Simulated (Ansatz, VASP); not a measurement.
## One calculation of InAs, two programs

```
CELL_PARAMETERS angstrom
0.00000 3.01800 3.01800
3.01800 0.00000 3.01800
3.01800 3.01800 0.00000
ATOMIC_POSITIONS crystal
In 0.00000 0.00000 0.00000
As 0.75000 0.75000 0.75000
```

Alike in both runs: task band structure; functional HF; k mesh 4 × 4 × 4; occupations fermi-dirac, width 0.05 eV; no spin polarisation.

|  | VASP | Ansatz |
| --- | --- | --- |
| version | VASP 6.6.1 | Ansatz 0.2.0 |
| potentials or method | VASP PAW PBE potentials, release 64 (In_d, As) | Ansatz PAW |
| plane-wave cutoff (eV) | 520 | 420 |
| valence electrons in the cell | 18 | 28 |

VASP gave:

- gap on the k mesh at the Fermi level (eV): 6.45
- least direct gap on the mesh (eV): 6.45
- pressure (GPa): 3.9

Question: Estimate Ansatz's values.

Answer: gap on the k mesh at the Fermi level (eV): 6.33; least direct gap on the mesh (eV): 6.33; pressure (GPa): 5.3.

The two sets of potentials don't hold the same shells in valence.

Caveats: the k mesh is coarse (spacing up to 0.45 Å⁻¹), so the values aren't converged, least of all with exact exchange; spin-orbit coupling is left out, which moves the levels of the heavy elements; an unscreened hybrid on a path of extra k points without a Coulomb cutoff has errors near the mesh points, so the bands along the path aren't reliable (VASP); the PAW data sets were made with another functional, which shifts forces and pressure a little (VASP); the PAW data sets come from PBE, with cores solved anew for the run's functional, which leaves a small shift of forces and pressure (Ansatz); the thresholds are loose for stress (Ansatz).
